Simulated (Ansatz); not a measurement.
## Au: one input, then a changed one

The cell is COD entry 1545302, as deposited and not checked against the literature; nothing was relaxed.

First run: DFT, LDA, PAW with Ansatz's default frozen-core files, scalar-relativistic (Ansatz 0.2.0).

Command: `ansatz run input.yaml --threads 1 --pin off --max-ram 2048MiB --backend cpu --events-out ev --progress --plain --runs-dir out` The run took 7 s on 1 thread of Arm Neoverse V1 (shared host), peak memory 0.38 GiB.

```yaml
crystal:
  lattice:
    - [2.8999984104, 0.0, 0.0]
    - [-1.4499992052, 2.5114722944, 0.0]
    - [0.0, 0.0, 4.88]
  atoms:
    - { symbol: Au, position: [0.3333333333, 0.6666666667, 0.75] }
    - { symbol: Au, position: [0.6666666667, 0.3333333333, 0.25] }
kpoints:
  mp_grid: { grid: [14, 14, 8] }
  band_path:
    path:
      - [0.0, 0.0, 0.0]
      - [0.5, 0.0, 0.0]
      - [0.3333333333, 0.3333333333, 0.0]
      - [0.0, 0.0, 0.0]
      - [0.0, 0.0, 0.5]
      - [0.5, 0.0, 0.5]
      - [0.3333333333, 0.3333333333, 0.5]
      - [0.0, 0.0, 0.5]
      - [0.5, 0.0, 0.5]
    npoints: 5
scf:
  occupations: { method: fermi_dirac, width: 0.03 }
hamiltonian:
  xc: lda
  pseudopotentials: { kind: paw }
output:
  forces: true
  stress: true
  eigenvalues: true
  efg: { contact_densities: true }
```

Result: converged; pressure -10.70 GPa; no gap on the k mesh; 6 SCF iterations.

Spin–orbit coupling is left out, though it moves levels of the heavy atoms by tenths of an eV or more.

The input is then changed:

```diff
@@ -22,5 +22,5 @@
     npoints: 5
 scf:
-  occupations: { method: fermi_dirac, width: 0.03 }
+  occupations: { method: methfessel_paxton, width: 0.001 }
 hamiltonian:
   xc: lda
@@ -31,3 +31,6 @@
   eigenvalues: true
   efg: { contact_densities: true }
+basis:
+  ecutrho_ratio: 8
+  ecutwfc: "33.1 Ry"
```

(1) What does the second run give?

Answers

(1) It converged; energy at zero smearing -0.2 meV/atom from the first run; pressure -10.75 GPa; no gap on the k mesh; 5 SCF iterations.
